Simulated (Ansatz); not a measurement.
## SiO₂: excitons and shallow donors from band masses and screening

The calculation used Ansatz, DFT PBE, scalar-relativistic, plane waves, PAW.

Settings: cutoff 420 eV, Γ-centred mesh 6×6×4 on the computed 12-atom cell, Gaussian smearing of 0.02 eV; no spin polarisation.

Relaxed cell: P4_12_12, a = 5.084 Å, b = 5.084 Å, c = 7.101 Å, α = 90.00°, β = 90.00°, γ = 90.00°, 12 atoms in the primitive cell. This form isn't the usual stable structure of the compound, though it has been observed.

The calculation gives a Kohn–Sham gap of 5.51 eV, an electron mass of 0.543 mₑ and a hole mass of 1.78 mₑ (harmonic means over x, y, z and over the bands degenerate at each edge), and ε∞ = 2.34 (independent particles, mean of the diagonal). Masses and screening differ among the axes, which the isotropic model averages.

Estimate the binding energy and radius of a Wannier–Mott exciton and of a shallow donor, and say whether the hydrogenic model can hold.

The reduced mass is μ = mₙmₕ/(mₙ + mₕ) = 0.416 mₑ, with mₙ and mₕ the band masses. With E_b = 13.606 eV × μ/ε² and a = 0.529 Å × ε/μ (μ in mₑ) the exciton has E_b = 1036 meV and a = 3.0 Å. For a donor μ is the electron mass: 1351 meV and 2.3 Å. The radius isn't large against the shortest lattice vector (5.08 Å), so the continuum picture is doubtful and the numbers are only a scale. In a polar crystal the ions screen too, so a state bound more weakly than an optical phonon feels the larger static constant, which lowers the energy and widens the orbit. The other way, the small Kohn–Sham gap and the missing local fields make ε∞ too large and the masses tend to be too light, which underbinds.